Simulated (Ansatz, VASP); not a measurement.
**ZnS: VASP beside Ansatz**

Contents of INCAR:

```
SYSTEM = ZnS
PREC = Accurate ; ENCUT = 520
EDIFF = 1E-8 ; ISMEAR = -1
SIGMA = 0.01 ; LREAL = .FALSE.
LASPH = .TRUE. ; NELM = 60
ALGO = Normal ; ISIF = 2
LWAVE = .FALSE. ; LCHARG = .FALSE.
GGA = PE ; LEFG = .TRUE.
NBANDS = 16
```

KPOINTS

```
regular mesh
0
G
  8 8 8
  0 0 0
```

Contents of POSCAR:

```
ZnS
1.0
    0.0000000000      2.6680961947      2.6680961947
    2.6680961947      0.0000000000      2.6680961947
    2.6680961947      2.6680961947      0.0000000000
Zn S
1 1
Direct
    0.0000000000      0.0000000000      0.0000000000
    0.7500000000      0.7500000000      0.7500000000
```

Input for Ansatz:

```yaml
crystal:
  lattice:
    - [0.0, 2.6680961947, 2.6680961947]
    - [2.6680961947, 0.0, 2.6680961947]
    - [2.6680961947, 2.6680961947, 0.0]
  atoms:
    - { symbol: Zn, position: [0.0, 0.0, 0.0] }
    - { symbol: S, position: [0.75, 0.75, 0.75] }
kpoints:
  mp_grid: { grid: [8, 8, 8] }
scf:
  occupations: { method: fermi_dirac, width: 0.01 }
hamiltonian:
  xc: pbe
  pseudopotentials: { kind: all_electron, datasets: crystal }
output:
  forces: true
  stress: true
  eigenvalues: true
  efg: { contact_densities: true }
```

Change from the starting cell: volume scaled by 0.96, crystal datasets.

Alike in both runs: task electric field gradients; functional PBE; k mesh 8 × 8 × 8; occupations fermi-dirac, width 0.01 eV; no spin polarisation.

|  | VASP | Ansatz |
| --- | --- | --- |
| version | VASP 6.6.1 | Ansatz 0.2.0 |
| potentials or method | VASP PAW PBE potentials, release 64 (Zn, S) | all-electron PAW with datasets made for the crystal, scalar-relativistic |
| plane-wave cutoff (eV) | 520 | see its input |

Ansatz gave:

- gap on the k mesh at the Fermi level (eV): 2.28
- pressure (GPa): 4.8
- Vzz of the field gradient on the site that differs most (V/Å²): 0.0

Task: Which values does VASP return?

Result: gap on the k mesh at the Fermi level (eV): 2.28; pressure (GPa): 4.9; Vzz of the field gradient on the site that differs most (V/Å²): 0.0.

Ansatz ran all-electron here, so the differences hold the error of VASP's frozen core and of both bases.
